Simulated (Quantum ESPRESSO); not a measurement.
# FeO (Fm-3m) in Quantum ESPRESSO: settings compared

Aim: see how the results for FeO move with the level of theory and the settings. Levels: LDA, PBE, PBEsol. Tasks: phonons.

Everything below comes from runs of Quantum ESPRESSO 7.5. Logs are shortened: lines on timing, memory, paths and dates and some standing lists are left out, and cuts for length are marked.

### 1 The crystal as given

It takes space group Fm-3m (No. 225, cubic). Conventional cell: a = 4.311 Å, b = 4.311 Å, c = 4.311 Å, α = 90.00°, β = 90.00°, γ = 90.00°. Fe (site symmetry m-3m) has 6 O at 2.16 Å as nearest neighbours. O (site symmetry m-3m) has 6 Fe at 2.16 Å as nearest neighbours.

### 2 Phonons, LDA, collinear spin, ferromagnetic start

File pw.in:

```
&CONTROL
  calculation = 'scf'
  prefix = 'pwscf'
  outdir = './tmp'
  pseudo_dir = './pseudo'
  tprnfor = .true.
  tstress = .true.
  disk_io = 'low'
/
&SYSTEM
  ibrav = 0
  nat = 2
  ntyp = 2
  ecutwfc = 56
  ecutrho = 448
  nbnd = 21
  occupations = 'smearing'
  smearing = 'fd'
  degauss = 0.00367493
  nspin = 2
  starting_magnetization(1) = 0.1875
  starting_magnetization(2) = 0
/
&ELECTRONS
  conv_thr = 4d-10
  electron_maxstep = 120
  mixing_beta = 0.3
/
ATOMIC_SPECIES
Fe    55.8450 fe_lda_v1.5.uspp.F.UPF
O     15.9990 o_lda_v1.2.uspp.F.UPF
CELL_PARAMETERS bohr
   0.0000000000    4.0731159914    4.0731159914
   4.0731159914    0.0000000000    4.0731159914
   4.0731159914    4.0731159914    0.0000000000
ATOMIC_POSITIONS bohr
Fe     0.0000000000    0.0000000000    0.0000000000
O      4.0731159914    4.0731159914    4.0731159914
K_POINTS automatic
4 4 4 1 1 1
```

File relax.in:

```
&CONTROL
  calculation = 'vc-relax'
  prefix = 'pwscf'
  outdir = './tmp'
  pseudo_dir = './pseudo'
  tprnfor = .true.
  tstress = .true.
  disk_io = 'low'
  nstep = 40
  forc_conv_thr = 0.0001
  etot_conv_thr = 1d-06
/
&SYSTEM
  ibrav = 0
  nat = 2
  ntyp = 2
  ecutwfc = 56
  ecutrho = 448
  nbnd = 21
  occupations = 'smearing'
  smearing = 'fd'
  degauss = 0.00367493
  nspin = 2
  starting_magnetization(1) = 0.1875
  starting_magnetization(2) = 0
/
&ELECTRONS
  conv_thr = 4d-10
  electron_maxstep = 120
  mixing_beta = 0.3
/
&IONS
  ion_dynamics = 'bfgs'
/
&CELL
  cell_dynamics = 'bfgs'
  press = 0
  press_conv_thr = 0.2
/
ATOMIC_SPECIES
Fe    55.8450 fe_lda_v1.5.uspp.F.UPF
O     15.9990 o_lda_v1.2.uspp.F.UPF
CELL_PARAMETERS bohr
   0.0000000000    4.0731159914    4.0731159914
   4.0731159914    0.0000000000    4.0731159914
   4.0731159914    4.0731159914    0.0000000000
ATOMIC_POSITIONS bohr
Fe     0.0000000000    0.0000000000    0.0000000000
O      4.0731159914    4.0731159914    4.0731159914
K_POINTS automatic
4 4 4 1 1 1
```

File scf2.in:

```
&CONTROL
  calculation = 'scf'
  prefix = 'pwscf'
  outdir = './tmp'
  pseudo_dir = './pseudo'
  tprnfor = .true.
  tstress = .true.
  disk_io = 'low'
/
&SYSTEM
  ibrav = 0
  nat = 2
  ntyp = 2
  ecutwfc = 56
  ecutrho = 448
  nbnd = 21
  occupations = 'smearing'
  smearing = 'fd'
  degauss = 0.00367493
  nspin = 2
  starting_magnetization(1) = 0.1875
  starting_magnetization(2) = 0
/
&ELECTRONS
  conv_thr = 1d-13
  electron_maxstep = 120
  mixing_beta = 0.3
  startingpot = 'file'
  startingwfc = 'file'
/
ATOMIC_SPECIES
Fe    55.8450 fe_lda_v1.5.uspp.F.UPF
O     15.9990 o_lda_v1.2.uspp.F.UPF
CELL_PARAMETERS bohr
   0.0000000000    3.9665375352    3.9665375352
   3.9665375352    0.0000000000    3.9665375352
   3.9665375352    3.9665375352    0.0000000000
ATOMIC_POSITIONS bohr
Fe     0.0000000000    0.0000000000    0.0000000000
O      3.9665375352    3.9665375352    3.9665375352
K_POINTS automatic
4 4 4 1 1 1
```

File ph.in:

```
phonons of FeO
&INPUTPH
  prefix = 'pwscf'
  outdir = './tmp'
  tr2_ph = 1d-18
  fildyn = 'dyn'
  niter_ph = 90
  alpha_mix(1) = 0.4
/
0.0000000000 0.0000000000 0.0000000000
```

File dynmat.in:

```
&INPUT
  fildyn = 'dyn'
  asr = 'crystal'
  filout = 'dynmat.disp'
  fileig = 'dynmat.eig'
/
```

Potentials or basis: GBRV 1.5 LDA.

On the command line:

```sh
$ OMP_NUM_THREADS=1 pw.x -in pw.in > pw.out
$ OMP_NUM_THREADS=1 pw.x -in relax.in > relax.out
$ OMP_NUM_THREADS=1 pw.x -in scf2.in > scf2.out
$ OMP_NUM_THREADS=1 ph.x -in ph.in > ph.out
$ OMP_NUM_THREADS=1 dynmat.x -in dynmat.in > dynmat.out
```

pw.out:

```text
This program is part of the open-source Quantum ESPRESSO suite
     for quantum simulation of materials; please cite
[... 9 lines left out ...]
     --------------------
     sticks:   dense  smooth     PW     G-vecs:    dense   smooth      PW
     Sum        1027     511    163                21595     7727    1363

     Using Slab Decomposition

     bravais-lattice index     =            0
     lattice parameter (alat)  =       5.7603  a.u.
     unit-cell volume          =     135.1482 (a.u.)^3
     number of atoms/cell      =            2
     number of atomic types    =            2
     number of electrons       =        22.00
     number of Kohn-Sham states=           21
     kinetic-energy cutoff     =      56.0000  Ry
     charge density cutoff     =     448.0000  Ry
     scf convergence threshold =      4.0E-10
     mixing beta               =       0.3000
     number of iterations used =            8  plain     mixing
     Exchange-correlation= SLA  PZ   NOGX NOGC
                           (   1   1   0   0   0   0   0)

     celldm(1)=   5.760256  celldm(2)=   0.000000  celldm(3)=   0.000000
     celldm(4)=   0.000000  celldm(5)=   0.000000  celldm(6)=   0.000000

     crystal axes: (cart. coord. in units of alat)
               a(1) = (   0.000000   0.707107   0.707107 )
               a(2) = (   0.707107   0.000000   0.707107 )
               a(3) = (   0.707107   0.707107   0.000000 )

     reciprocal axes: (cart. coord. in units 2 pi/alat)
               b(1) = ( -0.707107  0.707107  0.707107 )
               b(2) = (  0.707107 -0.707107  0.707107 )
               b(3) = (  0.707107  0.707107 -0.707107 )

     PseudoPot. # 1 for Fe read from file:
     fe_lda_v1.5.uspp.F.UPF
     Pseudo is Ultrasoft + core correction, Zval = 16.0
     Generated by new atomic code, or converted to UPF format
     Using radial grid of  861 points,  6 beta functions with:
                l(1) =   0
                l(2) =   0
                l(3) =   1
                l(4) =   1
                l(5) =   2
                l(6) =   2
     Q(r) pseudized with  8 coefficients,  rinner =    1.000   1.000   1.000
                                                       1.000   1.000

     PseudoPot. # 2 for O  read from file:
     o_lda_v1.2.uspp.F.UPF
     Pseudo is Ultrasoft + core correction, Zval =  6.0
     Generated by new atomic code, or converted to UPF format
     Using radial grid of  737 points,  5 beta functions with:
                l(1) =   0
                l(2) =   0
                l(3) =   1
                l(4) =   1
                l(5) =   2
     Q(r) pseudized with  8 coefficients,  rinner =    0.900   0.900   0.900
                                                       0.900   0.900

     atomic species   valence    mass     pseudopotential
     Fe               16.00    55.84500     Fe( 1.00)
     O                 6.00    15.99900     O ( 1.00)

     Starting magnetic structure
     atomic species   magnetization
     Fe              0.188
     O               0.000

     48 Sym. Ops., with inversion, found

   Cartesian axes

     site n.     atom                  positions (alat units)
         1        Fe     tau(   1) = (   0.0000000   0.0000000   0.0000000  )
         2        O      tau(   2) = (   0.7071068   0.7071068   0.7071068  )

     number of k points=    10  Fermi-Dirac smearing, width (Ry)=  0.0037
                       cart. coord. in units 2pi/alat
        k(    1) = (   0.0883883   0.0883883   0.0883883), wk =   0.0312500
        k(    2) = (   0.2651650   0.2651650  -0.0883883), wk =   0.0937500
        k(    3) = (  -0.2651650  -0.2651650   0.4419417), wk =   0.0937500
        k(    4) = (  -0.0883883  -0.0883883   0.2651650), wk =   0.0937500
        k(    5) = (   0.4419417   0.0883883   0.0883883), wk =   0.0937500
        k(    6) = (  -0.0883883  -0.4419417   0.6187184), wk =   0.1875000
        k(    7) = (   0.0883883  -0.2651650   0.4419417), wk =   0.1875000
        k(    8) = (  -0.6187184   0.0883883   0.0883883), wk =   0.0937500
        k(    9) = (   0.2651650   0.2651650   0.2651650), wk =   0.0312500
        k(   10) = (  -0.2651650  -0.2651650   0.7954951), wk =   0.0937500

     Dense  grid:    21595 G-vectors     FFT dimensions: (  40,  40,  40)

     Smooth grid:     7727 G-vectors     FFT dimensions: (  27,  27,  27)

     Check: negative core charge=   -0.000030
     Generating pointlists ...
     new r_m :   0.2917 (alat units)  1.6802 (a.u.) for type    1
     new r_m :   0.2917 (alat units)  1.6802 (a.u.) for type    2

     Initial potential from superposition of free atoms

     starting charge      21.0000, renormalised to      22.0000
     Starting wfcs are   17 randomized atomic wfcs +    4 random wfcs

     Self-consistent Calculation

     iteration #  1     ecut=    56.00 Ry     beta= 0.30
     Davidson diagonalization with overlap
     ethr =  1.00E-02,  avg # of iterations =  5.5

     total energy              =    -282.39191971 Ry
     estimated scf accuracy    <       0.66011596 Ry

     total magnetization       =     3.81 Bohr mag/cell
     absolute magnetization    =     3.81 Bohr mag/cell

     iteration #  2     ecut=    56.00 Ry     beta= 0.30
     Davidson diagonalization with overlap
     ethr =  3.00E-03,  avg # of iterations =  1.9

     total energy              =    -282.51196752 Ry
     estimated scf accuracy    <       0.21652496 Ry

     total magnetization       =     3.08 Bohr mag/cell
     absolute magnetization    =     3.08 Bohr mag/cell
[... 81 lines left out ...]
     iteration # 11     ecut=    56.00 Ry     beta= 0.30
     Davidson diagonalization with overlap
     ethr =  3.66E-11,  avg # of iterations =  1.5

     total energy              =    -282.56521265 Ry
     estimated scf accuracy    <          1.5E-09 Ry

     total magnetization       =     4.00 Bohr mag/cell
     absolute magnetization    =     4.01 Bohr mag/cell

     iteration # 12     ecut=    56.00 Ry     beta= 0.30
     Davidson diagonalization with overlap
     ethr =  6.89E-12,  avg # of iterations =  1.9

     Magnetic moment per site  (integrated on atomic sphere of radius R)
     atom   1 (R=0.292)  charge= 13.5438  magn=  3.4311
     atom   2 (R=0.292)  charge=  5.7979  magn=  0.3393

     End of self-consistent calculation

 ------ SPIN UP ------------

          k = 0.0884 0.0884 0.0884 (   944 PWs)   bands (ev):

   -75.0887 -41.4974 -41.4904 -41.4904  -6.3614   8.7523   9.0837   9.0837
    10.3258  10.3258  10.6169  11.5198  11.5198  15.0285  27.0028  30.2305
    30.2305  31.5539  33.4920  33.4920  36.1128

          k = 0.2652 0.2652-0.0884 (   952 PWs)   bands (ev):

   -75.0855 -41.5239 -41.5005 -41.4933  -5.7083   6.4050   7.7198   8.0447
    10.6173  10.8332  11.2550  12.0700  13.4197  17.7390  23.7115  25.9669
    28.1656  32.6748  34.1285  35.7932  40.3480

          k =-0.2652-0.2652 0.4419 (   958 PWs)   bands (ev):

   -75.0836 -41.5410 -41.5012 -41.4984  -5.2847   5.4211   7.2932   7.4881
    10.8592  11.0605  11.5017  13.2646  13.3951  18.7692  22.1657  25.2008
    26.6620  33.5787  35.6754  36.9336  38.7128

          k =-0.0884-0.0884 0.2652 (   952 PWs)   bands (ev):

   -75.0868 -41.5114 -41.4955 -41.4944  -6.0034   7.1141   8.4822   8.6865
    10.1787  10.7031  11.0984  11.7183  12.3731  16.8884  25.2482  27.5004
    28.5704  30.5011  34.8720  36.4586  39.3450

          k = 0.4419 0.0884 0.0884 (   957 PWs)   bands (ev):

   -75.0842 -41.5266 -41.5041 -41.5028  -5.5594   6.2941   8.1777   8.4947
     9.9479  10.9932  11.4116  11.7392  12.2634  18.8959  23.6307  24.6740
    28.0201  29.3755  38.6785  39.6475  40.5434

          k =-0.0884-0.4419 0.6187 (   959 PWs)   bands (ev):

   -75.0823 -41.5310 -41.5187 -41.5067  -5.2271   6.5457   7.1989   7.7051
    10.6203  11.1109  11.3736  11.6988  12.5081  20.8288  22.1815  23.1251
    26.7163  31.6716  35.5688  41.0026  42.0184

          k = 0.0884-0.2652 0.4419 (   954 PWs)   bands (ev):

   -75.0836 -41.5320 -41.5090 -41.4995  -5.3780   6.0030   7.4664   7.7209
    10.6221  11.0511  11.4385  12.0611  13.2546  19.4563  22.6469  24.1017
    27.2670  32.1008  35.8756  37.9983  40.6346

          k =-0.6187 0.0884 0.0884 (   965 PWs)   bands (ev):

   -75.0823 -41.5360 -41.5122 -41.5080  -5.3126   6.4665   8.0433   8.5095
     9.8372  11.2037  11.3563  11.5054  11.6776  19.5348  22.5456  24.0466
    28.1954  29.0024  39.3810  39.9466  42.5502

          k = 0.2652 0.2652 0.2652 (   941 PWs)   bands (ev):

   -75.0847 -41.5365 -41.4954 -41.4954  -5.4865   5.6393   7.5503   7.5503
    10.8998  10.8998  11.3506  13.4528  13.4528  17.7272  22.6940  26.8756
    26.8756  32.7836  35.5293  35.5293  38.4602

          k =-0.2652-0.2652 0.7955 (   961 PWs)   bands (ev):

   -75.0828 -41.5333 -41.5160 -41.5006  -5.2362   6.0017   7.1592   7.5526
    10.8346  11.0120  11.4433  12.0860  13.2918  20.4952  21.8142  23.3037
    27.3196  32.5900  35.1063  38.2262  40.7059

 ------ SPIN DOWN ----------

          k = 0.0884 0.0884 0.0884 (   944 PWs)   bands (ev):

   -70.8797 -37.4310 -37.4218 -37.4218  -5.7702   9.6193  10.2707  10.2707
    13.4586  13.4621  13.4621  14.5105  14.5105  15.8247  27.8165  31.3688
    31.3688  32.2578  34.7605  34.7605  37.3294

          k = 0.2652 0.2652-0.0884 (   952 PWs)   bands (ev):

   -70.8758 -37.4648 -37.4346 -37.4254  -5.1037   7.2649   9.1353   9.2013
    13.8769  13.9369  14.4041  15.0260  16.3241  18.5840  24.7527  26.9679
    29.2220  33.6624  34.9844  36.9338  41.0196

          k =-0.2652-0.2652 0.4419 (   958 PWs)   bands (ev):

   -70.8735 -37.4867 -37.4354 -37.4318  -4.6703   6.2087   8.5812   8.8486
    14.1067  14.5014  14.6433  16.2348  16.3745  19.5437  23.2529  26.1315
    27.5307  34.6013  36.6728  37.8964  39.2702

          k =-0.0884-0.0884 0.2652 (   952 PWs)   bands (ev):

   -70.8774 -37.4488 -37.4283 -37.4269  -5.4044   8.0822   9.6612   9.8414
    13.1184  14.0705  14.1173  14.6833  15.1612  17.9060  26.2810  28.6112
    29.5890  31.5647  35.6224  37.6608  40.3914

          k = 0.4419 0.0884 0.0884 (   957 PWs)   bands (ev):

   -70.8741 -37.4681 -37.4392 -37.4375  -4.9443   7.1509   9.2078   9.5121
    12.6715  14.5366  14.6819  14.8784  15.3423  19.9730  24.6352  25.8620
    28.9454  30.3944  39.6747  40.3642  41.4544

          k =-0.0884-0.4419 0.6187 (   959 PWs)   bands (ev):

   -70.8718 -37.4735 -37.4577 -37.4424  -4.5983   7.2973   8.0969   8.8082
    13.4902  14.4226  14.7909  15.1192  15.7350  21.9015  23.1399  24.1371
    27.6804  32.6416  36.3284  41.9118  42.7100

          k = 0.0884-0.2652 0.4419 (   954 PWs)   bands (ev):

   -70.8734 -37.4751 -37.4453 -37.4331  -4.7615   6.8287   8.5833   8.9390
    13.6484  14.4971  14.6257  15.2000  16.2824  20.3599  23.7017  25.1103
    28.2294  33.0489  36.8367  38.8058  41.4076

          k =-0.6187 0.0884 0.0884 (   965 PWs)   bands (ev):

   -70.8718 -37.4798 -37.4494 -37.4440  -4.6813   7.1275   8.9361   9.3930
    12.3837  14.7488  14.8001  14.8923  15.1700  20.6598  23.3106  25.3714
    29.1268  30.0275  39.9453  41.0402  43.1422

          k = 0.2652 0.2652 0.2652 (   941 PWs)   bands (ev):

   -70.8748 -37.4810 -37.4280 -37.4280  -4.8793   6.4416   8.9553   8.9553
    14.2710  14.2710  14.3284  16.3616  16.3616  18.4377  23.7539  27.7903
    27.7903  33.8072  36.5916  36.5916  39.0813

          k =-0.2652-0.2652 0.7955 (   961 PWs)   bands (ev):

   -70.8725 -37.4767 -37.4543 -37.4345  -4.6140   6.8210   8.0898   8.8612
    14.0140  14.4292  14.5644  15.3389  16.3688  21.3711  22.9205  24.2345
    28.2654  33.5967  35.8252  39.1561  41.4219

     the Fermi energy is    14.0086 ev

!    total energy              =    -282.56521266 Ry
     estimated scf accuracy    <          1.4E-10 Ry
     smearing contrib. (-TS)   =      -0.00093543 Ry
     internal energy E=F+TS    =    -282.56427723 Ry

     The total energy is F=E-TS. E is the sum of the following terms:
     one-electron contribution =    -136.84486199 Ry
     hartree contribution      =      80.38862724 Ry
     xc contribution           =     -36.08050057 Ry
     ewald contribution        =    -190.02754191 Ry

     total magnetization       =     4.00 Bohr mag/cell
     absolute magnetization    =     4.01 Bohr mag/cell

     convergence has been achieved in  12 iterations

     Forces acting on atoms (cartesian axes, Ry/au):

     atom    1 type  1   force =     0.00000000    0.00000000   -0.00000000
     atom    2 type  2   force =     0.00000000    0.00000000   -0.00000000

     Total force =     0.000000     Total SCF correction =     0.000000

     Computing stress (Cartesian axis) and pressure

          total   stress  (Ry/bohr**3)                   (kbar)     P=     -154.72
  -0.00105175  -0.00000000   0.00000000         -154.72       -0.00        0.00
  -0.00000000  -0.00105175  -0.00000000           -0.00     -154.72       -0.00
   0.00000000   0.00000000  -0.00105175            0.00        0.00     -154.72

=------------------------------------------------------------------------------=
   JOB DONE.
=------------------------------------------------------------------------------=
```

Wall time 2.9 min (1 thread of Arm Neoverse V2, shared host); peak memory 0.14 GiB.

What came out:

| Item | Value |
| --- | --- |
| Free energy | -3844.5734 eV |
| Relaxed volume | 9.25 Å³/atom |
| Relaxed cell | a = 2.968 Å, b = 2.968 Å, c = 2.968 Å, α = 60.00°, β = 60.00°, γ = 60.00° |
| Space group after relaxing (to 0.05 Å) | Fm-3m (No. 225) |
| Pressure after relaxing | 0.0 GPa |
| Band gap on the k mesh | none (metal or under the smearing width) |
| Net moment | 4.00 μB per cell |
| Absolute moment | 4.01 μB per cell |
| Site moments | Fe +3.39; O +0.36 μB |
| Valence electrons inside the program's atomic spheres | Fe 13.54; O 5.80 |
| Highest phonon frequency at Γ | 268 cm⁻¹ |

The path:
```csv
step,energy change (eV),largest force (eV/Å),pressure (GPa),volume (Å³)
1,0.0000,0.0000,-15.47,20.03
2,-0.0791,0.0000,0.08,18.49
3,-0.0791,0.0000,0.00,18.50
```

Final structure:
```
Fe O
1.0
     0.00000    2.09900    2.09900
     2.09900    0.00000    2.09900
     2.09900    2.09900    0.00000
Fe O
1 1
Direct
  0.00000 0.00000 0.00000
  0.50000 0.50000 0.50000
```

Phonon frequencies in cm⁻¹ (negative: imaginary):
```csv
q point,frequencies
"(0.000, 0.000, 0.000)",-11 -11 -11 268 268 268
```

Optical modes at Γ, degenerate ones joined:
| cm⁻¹ | components | symmetry | active in |
| --- | --- | --- | --- |
| 268 | 3 | T1u | IR |

Caveat: the k mesh is coarse (spacing up to 0.63 Å⁻¹), so the values aren't converged; the mesh is thin for the phonons of a metal; a cell with one magnetic atom can't hold antiferromagnetic order, which such compounds often take; semilocal functionals often make such compounds metallic where correlation or magnetic order opens a gap, which also shifts bond lengths.

(Part 1 of 2 ends here.)
